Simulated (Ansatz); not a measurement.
In plane-wave PAW r²SCAN (Ansatz code), ZrO$_{2}$ in the monoclinic phase (P2_1/c; Zr on 4e, O on 4e, O on 4e) relaxes to a = 5.153 Å, b = 5.227 Å, c = 5.329 Å, β = 99.4°. Against the elements it lies at -3.72 eV/atom, with no fitted shifts.

It is gapped at this level: 4.15 eV (indirect).

The cell was relaxed with r²SCAN under the symmetry of its start. The run is not spin-polarised. The references are the lowest solids computed at this level, not always the standard phases (solids in place of the gases). Scalar-relativistic: spin–orbit coupling is off unless named, which matters more the heavier the elements.

Potentials: the later of the program's two PAW sets.
